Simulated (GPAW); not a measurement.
Two runs for the K K edge of atom 2 in KBr (Pm-3m). Run A: GPAW, LDA, full core hole (charged cell), 4-atom cell with 5.7 Å between holes, 6×6×6 k points, dipole transitions, Gaussian full width 0.9 eV up to 4 eV, rising linearly to 3.5 eV at 25 eV. Run B differs in one choice.

Energy from the lowest empty level; intensity scaled to a mean of 1 over the first 20 eV:

```
E (eV)     A     B
  -2.0  0.00  0.00
  -1.5  0.00  0.00
  -1.0  0.00  0.00
  -0.5  0.00  0.00
   0.0  0.00  0.00
   0.5  0.02  0.02
   1.0  0.07  0.07
   1.5  0.22  0.24
   2.0  0.29  0.59
   2.5  0.37  0.82
   3.0  0.98  0.65
   3.5  1.93  0.45
   4.0  2.80  0.63
   4.5  2.68  0.87
   5.0  1.54  1.14
   5.5  0.76  1.67
   6.0  0.59  1.81
   6.5  0.61  1.61
   7.0  0.61  1.61
   7.5  0.84  1.79
   8.0  1.29  1.90
   8.5  1.68  1.83
   9.0  1.77  1.55
   9.5  1.59  1.16
  10.0  1.23  0.79
  10.5  0.82  0.53
  11.0  0.52  0.44
  11.5  0.40  0.48
  12.0  0.43  0.59
  12.5  0.54  0.72
  13.0  0.69  0.84
  13.5  0.87  0.94
  14.0  1.04  1.00
  14.5  1.15  1.02
  15.0  1.17  1.02
  15.5  1.13  1.04
  16.0  1.08  1.09
  16.5  1.07  1.17
  17.0  1.10  1.24
  17.5  1.13  1.28
  18.0  1.14  1.27
  18.5  1.12  1.22
  19.0  1.08  1.15
  19.5  1.04  1.12
  20.0  1.01  1.11
  20.5  1.00  1.14
  21.0  1.01  1.16
  21.5  1.02  1.17
  22.0  1.03  1.15
  22.5  1.03  1.12
  23.0  1.03  1.08
  23.5  1.03  1.05
  24.0  1.02  1.03
  24.5  1.02  1.03
  25.0  1.02  1.02
  25.5  1.02  1.02
  26.0  1.01  1.01
  26.5  1.00  1.00
  27.0  0.99  1.00
  27.5  0.97  0.99
  28.0  0.95  0.97
  28.5  0.93  0.96
  29.0  0.92  0.95
  29.5  0.90  0.94
  30.0  0.89  0.95
  30.5  0.88  0.97
  31.0  0.88  0.99
  31.5  0.89  1.02
  32.0  0.91  1.04
```

**Question.** What was changed?
a) the k mesh of the field
b) the size of the supercell
c) the broadening
d) the plane-wave cutoff

(b): run B changes the supercell atoms from 4 to 2. Against the first run the r.m.s. difference is 48 %. Another feature, at 8.1 eV (1.90), becomes the highest below 24 eV; the one at 4.2 eV is gone. Other settings could leave a like mark; this is the one that was changed.

[Banner, clock and machine lines of the logs are left out without a mark of their own.]

[Logs are printed without paths, hosts, clocks, repeated set-up lines and the standing remarks that a program may print on its own settings, such as how far it seeks lower states.]

[Hosts, paths, dates, database ids (printed as entryN), source tags and the programs' standing remarks are cut or masked in the printed files.]

[Lists of maxima count a maximum above −3 eV only where it reaches 4 % of the highest in the window and stands out from its surroundings by 2 % of it (1.5 % where it reaches 55 %); shoulders and weaker maxima are passed over, and of the rest the first, up to two pre-edge ones and the few strongest are named.]
